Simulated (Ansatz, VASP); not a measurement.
**Two plane-wave programs on CuI (Marshite)**

```
CELL_PARAMETERS angstrom
0.00000 2.96913 2.96913
2.96913 0.00000 2.96913
2.96913 2.96913 0.00000
ATOMIC_POSITIONS crystal
Cu 0.25000 0.25000 0.25000
I 0.00000 0.00000 0.00000
```

Alike in both runs: functional PBEsol; k mesh 8 × 8 × 8; occupations gaussian, width 0.02 eV; no spin polarisation.

Ansatz relaxed the structure, and its values are those at the end. VASP's run is a single point on that final structure, the one shown.

|  | VASP | Ansatz |
| --- | --- | --- |
| version | VASP 6.6.1 | Ansatz 0.2.0 |
| potentials or method | VASP PAW PBE potentials, release 64 (Cu, I) | scalar-relativistic, plane waves, PAW |
| plane-wave cutoff (eV) | 520 | 420 |
| valence electrons in the cell | 18 | 36 |

|  | VASP | Ansatz | Ansatz less VASP |
| --- | --- | --- | --- |
| gap on the k mesh at the Fermi level (eV) | 1.20 | 1.17 | -0.025 |
| least direct gap on the mesh (eV) | 1.20 | 1.17 | -0.025 |
| pressure (GPa) | 0.5 | 0.0 | -0.43 |

With one functional, cell and mesh, what is left measures potentials, basis and numerics. The two sets of potentials don't hold the same shells in valence.

Caveats: the PAW data sets were made with another functional, which shifts forces and pressure a little (VASP); spin-orbit coupling is left out, which moves the levels of the heavy elements.
